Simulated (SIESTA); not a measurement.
Crystal: SrO.

```xyz
2
Lattice="0.0000 2.5663 2.5663 2.5663 0.0000 2.5663 2.5663 2.5663 0.0000" Properties=species:S:1:pos:R:3 pbc="T T T"
Sr    2.5663    2.5663    2.5663
O     0.0000    0.0000    0.0000
```

Base run:

```yaml
Program: SIESTA 5.4.2
Functional: RPBE
Potentials_or_basis: PseudoDojo 0.4 standard (PBE files)
Basis: DZP (energy shift 0.003 Ry; two zetas on semicore shells; d shell added on Sr)
Grid_cutoff: 800 Ry
Energy_shift: 0.003 Ry
k_mesh: 9 × 9 × 9
Occupations: fermi-dirac, width 0.05 eV
Spin: no spin polarisation
```

Its results: band gap on the k mesh 3.44 eV, indirect (least direct gap 3.54 eV); pressure 7.1 GPa.

Task: The run is repeated on the same cell with these changes: functional from RPBE to vdW-DF-cx. What comes out?

Result: Band gap on the k mesh 3.28 eV, indirect (least direct gap 3.37 eV); pressure 1.0 GPa.

Caveats: the potentials were made for another functional, which shifts forces and pressure; the basis of atomic orbitals isn't converged, which shifts pressures, moduli and gaps.

A k mesh can miss the band edges.

Not every run made on this cell is shown here.
